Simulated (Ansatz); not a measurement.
A run of Ansatz 0.2.0 is set up as follows.

File input.yaml:

```yaml
crystal:
  lattice:
    - [-1.582345, 1.582345, 1.582345]
    - [1.582345, -1.582345, 1.582345]
    - [1.582345, 1.582345, -1.582345]
  atoms:
    - { symbol: W, position: [0.0, 0.0, 0.0] }
kpoints:
  mp_grid: { grid: [12, 12, 12] }
  band_path:
    path:
      - [0.0, 0.0, 0.0]
      - [0.5, -0.5, 0.5]
      - [0.0, 0.0, 0.5]
      - [0.0, 0.0, 0.0]
      - [0.25, 0.25, 0.25]
      - [0.5, -0.5, 0.5]
    npoints: 8
scf:
  occupations: { method: fermi_dirac, width: 0.05 }
hamiltonian:
  xc: lda
  pseudopotentials: { kind: all_electron, lapw: { basis_error: 0.001 } }
output:
  forces: true
  stress: true
  eigenvalues: true
```

Potentials or basis: all-electron LAPW, scalar-relativistic.

Command:

```sh
$ ansatz run input.yaml --threads 1 --pin off --max-ram 3072MiB --backend cpu --events-out ev --progress --plain --runs-dir out
```

(1) Predict the band gap along the path.

(2) What does it give for the pressure?

Results:

(1) none (metal or under the smearing width).

(2) -8.9 GPa.

Caveat: spin-orbit coupling is left out, which moves the levels of the heavy elements.
